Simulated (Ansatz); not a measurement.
# A series in volume scale on C

All results are calculated (Ansatz 0.2.0). Periodic Kohn-Sham DFT of a crystal at fixed atoms, scaled to volume_scale times the given cell; pressure positive in compression, energy less spherical unpolarised free atoms, largest_vzz the field gradient of largest size among the nuclei.

The cell before it is scaled or strained (space group R-3m, No. 166):
```
C
1.0
      1.2280     0.7090     3.3470
     -1.2280     0.7090     3.3470
      0.0000    -1.4180     3.3470
C
2
Direct
  0.16400 0.16400 0.16400
  0.83600 0.83600 0.83600
```

Settings of every row: method all-electron PAW; functional PBEsol; relativity scalar; k mesh 17x17x17; filling fermi-dirac; smearing width 0.03 eV; nucleus gaussian.

Atom start moment: 0 on all atoms.

Limits: a layered crystal: even scaling strains the bonds within the layers, so this curve is stiffer than the crystal under pressure; small gap, it may come from the mesh.

```csv
row,volume scale,V (Å³/atom),largest V_zz (1e21 V/m^2),pressure (GPa)
1,0.94,8.218,2.979,20.813
2,0.96,8.393,2.876,13.638
3,0.98,8.567,2.775,7.092
4,0.99,8.655,2.725,4.036
5,1,8.742,2.676,1.115
6,1.01,8.83,2.627,-1.675
7,1.02,8.917,2.578,-4.341
8,1.04,9.092,?,?
9,1.06,9.267,2.386,-13.876
```

Question: what largest V_zz and pressure should row 8 give?

Worked fit of largest V_zz. Take t = volume scale − 0.99. The shown rows have t = -0.05, -0.03, -0.01, 0, 0.01, 0.02, 0.03, 0.07. Least squares give largest V_zz = 2.7254 − 4.975 × t + 1.84 × t² 1e21 V/m^2; a straight line predicts inner rows, each left out in turn, worse (root mean square 0.002 against 0.00038 1e21 V/m^2). All shown rows lie on it to the printed digit. The withheld row has t = 0.05, so the fit gives 2.7254 − 4.975 × (0.05) + 1.84 × (0.05)² = 2.481 1e21 V/m^2.

The calculation gave 2.481 1e21 V/m^2. The fit meets it to the printed digit.

Worked fit of pressure. Take u = (V_r/V)^(2/3) − 1 with V_r = 8.6985 Å³ an atom, which is twice the finite (Eulerian) strain; such expansions in the strain, on which the Birch-Murnaghan equation of state is built, carry the rest volume and the bulk modulus. The shown rows have u = 0.03861, 0.02412, 0.01021, 0.00335, -0.00332, -0.00995, -0.0164, -0.04133. Least squares give pressure = 2.5593 + 436.413 × u + 940.08 × u² GPa; a straight line predicts inner rows, each left out in turn, worse (root mean square 0.45 against 0.014 GPa). The rows lie off it by 0.002, 0.006, -0.021, 0.004, -0.006, 0.015, 0.004, -0.004 (root mean square 0.0099 GPa). The pressure vanishes at u = -0.0059, or V = 8.777 Å³ an atom, and there the bulk modulus at fixed shape and fractions is B = −V dP/dV = (2/3)(1 + u) dP/du = 282 GPa. Letting shape and atoms relax would as a rule lower it, by much in layered, chain or molecular crystals. The withheld row has u = -0.02907, so the fit gives 2.5593 + 436.413 × (-0.02907) + 940.08 × (-0.02907)² = -9.333 GPa.

The calculation gave -9.325 GPa. The fit lies 0.008 GPa (0.023 % of the column's range) below it; its largest miss of a shown row is 0.021 GPa.
